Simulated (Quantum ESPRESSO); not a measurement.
# KTaO3: phonons with PBE

KTaO3:

```
Ta K O
1.0
     3.98830    0.00000    0.00000
     0.00000    3.98830    0.00000
     0.00000    0.00000    3.98830
Ta K O
1 1 3
Direct
  0.00000 0.00000 0.00000
  0.50000 0.50000 0.50000
  0.00000 0.00000 0.50000
  0.00000 0.50000 0.00000
  0.50000 0.00000 0.00000
```

```
Program             : Quantum ESPRESSO 7.5
Task                : phonons
Functional          : PBE
Potentials or basis : SPMS 1.0 PBE
Cutoff              : 1197 eV
Density cutoff      : 4789 eV
k mesh              : 4 × 4 × 4, shifted
Occupations         : fermi-dirac, width 0.05 eV
Spin                : no spin polarisation
Mixing beta         : 0.5
Most SCF iterations : 120
SCF threshold       : 1e-09 Ry
```

```yaml
Pressure_after_relaxing: 4.5 GPa
Electronic_dielectric_tensor_diagonal: 5.09
Born_charges_mean_of_the_diagonal: Ta +8.45; K +1.15; O -3.12 e
Highest_phonon_frequency_at_Γ_LO-TO_splitting_left_out: 533 cm⁻¹
Static_dielectric_tensor_diagonal: 107.24
```

Levels at points of the mesh, in eV from the valence-band top:
| k point | band 18 | band 19 | band 20 | band 21 | band 22 | band 23 |
| --- | --- | --- | --- | --- | --- | --- |
| (0.12, 0.12, 0.12) | -0.77 | -0.77 | -0.74 | 3.19 | 3.31 | 3.31 |

Phonon frequencies in cm⁻¹ (negative: imaginary):
| q point | frequencies |
| --- | --- |
| (0.000, 0.000, 0.000) | 9 9 9 125 125 125 192 192 192 281 281 281 533 533 533 |

Electronic dielectric tensor:
```
5.09 0.00 0.00
0.00 5.09 0.00
0.00 0.00 5.09
```

Born effective charge tensors (e):
atom 1, Ta
```
8.45 0.00 0.00
0.00 8.45 0.00
0.00 0.00 8.45
```
atom 2, K
```
1.15 0.00 0.00
0.00 1.15 0.00
0.00 0.00 1.15
```
atom 3, O
```
-1.61  0.00  0.00
 0.00 -1.61  0.00
 0.00  0.00 -6.15
```
atom 4, O
```
-1.61  0.00  0.00
 0.00 -6.15  0.00
 0.00  0.00 -1.61
```
atom 5, O
```
-6.15  0.00  0.00
 0.00 -1.61  0.00
 0.00  0.00 -1.61
```

Optical modes at Γ, degenerate ones joined, polar ones without the macroscopic field:
```csv
cm⁻¹,components,symmetry,active in,"IR intensity, summed ((D/Å)²/amu)"
123,3,T1u,IR,120.70
192,3,T1u,IR,35.95
281,3,T2u,silent,0.00
533,3,T1u,IR,62.31
```

Zone-centre frequencies without and with the macroscopic field along z (cm⁻¹):
```
                                  optical modes in rising order
       without  123 123 123 192 192 192 281 281 281 533 533 533
with the field  123 123 177 192 192 281 281 281 417 533 533 782
```

Static dielectric tensor, electrons and zone-centre modes:
```
107.24   0.00   0.00
  0.00 107.24   0.00
  0.00   0.00 107.24
```

Wall time 8.2 min on 4 MPI ranks on Intel(R) Xeon(R) Processor @ 2.50GHz (Skylake/Cascade Lake), on a shared host, peak memory 0.36 GiB a rank.

Caveat: the mesh is thin for the dielectric tensor, Born charges and intensities, which usually come out too large; the cell is more than 3 GPa from zero pressure, which shifts response properties; the Born charges break their sum rule by 0.24 e, a sign of too thin a mesh. The run has no spin-orbit coupling, so splittings on Ta are missing.
